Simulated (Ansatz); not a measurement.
## Ag: strain energy, fitted

Ag, Fm-3m, a = 4.147 Å. Ansatz: PBE, PAW, 420 eV, Γ-centred 18×18×12 mesh on 2 atoms, Gaussian smearing 0.10 eV; no spin polarisation. Series: uniaxial strain along a, with b, c and atoms relaxed; x is the strain in per cent. The axes a, b, c are those of the computed cell (2.933, 2.933, 4.147 Å), along [1 1 0], [-1 1 0], [0 0 1] of the cell named above. y is the free energy over the unstrained cell, V0 = 17.836 Å³/atom.

| x (%) | y (meV/atom) |
| --- | --- |
| -4.5 | 13.25 |
| -3.0 | 5.90 |
| -1.5 | 1.59 |
| 0.0 | 0.00 |
| 1.5 | ? |
| 3.0 | 3.57 |
| 4.5 | 7.48 |

Problem. Fit y = c2 x² + c3 x³ to the other rows, turn c2 into a modulus, and predict the missing energy.

Solution. Least squares on the rows shown. y = 0.5149 x² − 0.03265 x³. In eV per unit strain² c2 is 5.149; this is Young's modulus along the axis (E = ½ Y V0 ε²): 2 × 5.149 × 160.2 / (17.836) = 92 GPa. The unstrained cell keeps some stress along the strain, worth a slope of -0.15 meV/atom per %, which the form leaves out. With a term in x⁴ added, the coefficient of x² becomes 0.5481, 6 % more, which shows how far this figure hangs on the form. At x = 1.5 the fit asked for gives 1.05 meV/atom. The run gave 0.75 meV/atom, so the fit is 0.30 meV/atom too high, within twice the rms miss on the fitted rows (0.25 meV/atom): the form describes this series only roughly.